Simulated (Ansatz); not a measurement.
# Nb: the cost of one run

Method: DFT PBE, scalar-relativistic, in Ansatz 0.2.0.

### 1 The system as given

Symmetry: Fm-3m, No. 225, cubic system. Conventional cell: a = 4.230 Å, b = 4.230 Å, c = 4.230 Å, α = 90.00°, β = 90.00°, γ = 90.00°. Nb (site symmetry m-3m) is surrounded by 12 Nb at 2.99 Å.

Coordinates:

```cif
data_structure
_symmetry_space_group_name_H-M 'P 1'
_symmetry_Int_Tables_number 1
_cell_length_a 2.9911
_cell_length_b 2.9911
_cell_length_c 2.9911
_cell_angle_alpha 60.000
_cell_angle_beta 60.000
_cell_angle_gamma 60.000
_cell_volume 18.92
loop_
_atom_site_label
_atom_site_type_symbol
_atom_site_fract_x
_atom_site_fract_y
_atom_site_fract_z
_atom_site_occupancy
Nb1 Nb 0.00000 0.00000 0.00000 1
```

### 2 After the deformation

Space group Fm-3m before, I4/mmm after.

### 3 Full-potential LAPW

The input, input.yaml:

```yaml
crystal:
  lattice:
    - [0.0, 2.115, 2.17845]
    - [2.115, 0.0, 2.17845]
    - [2.115, 2.115, 0.0]
  atoms:
    - { symbol: Nb, position: [0.0, 0.0, 0.0] }
kpoints:
  mp_grid: { grid: [13, 13, 13] }
  band_path:
    path:
      - [0.0, 0.0, 0.0]
      - [0.0, 0.5, 0.5]
      - [0.25, 0.75, 0.5]
      - [0.0, 0.5, 0.0]
      - [0.0, 0.0, 0.0]
      - [0.5, 0.5, 0.0]
      - [0.3678244886, 0.6321755114, 0.0]
      - [-0.3678244886, 0.3678244886, 0.0]
      - [0.0, 0.0, 0.0]
    npoints: 5
scf:
  occupations: { method: fermi_dirac, width: 0.08 }
hamiltonian:
  xc: pbe
  pseudopotentials: { kind: all_electron, lapw: { basis_error: 0.00025 } }
output:
  forces: true
  stress: true
  eigenvalues: true
```

Command:

```sh
> ansatz run input.yaml --threads 1 --pin off --max-ram 3072MiB --backend cpu --events-out ev --progress --plain --runs-dir out
```

Q: Estimate wall time and peak memory on 1 thread of Intel Xeon Platinum 8488C (Sapphire Rapids), shared host.

About 14 s, with a peak of 0.42 GiB.
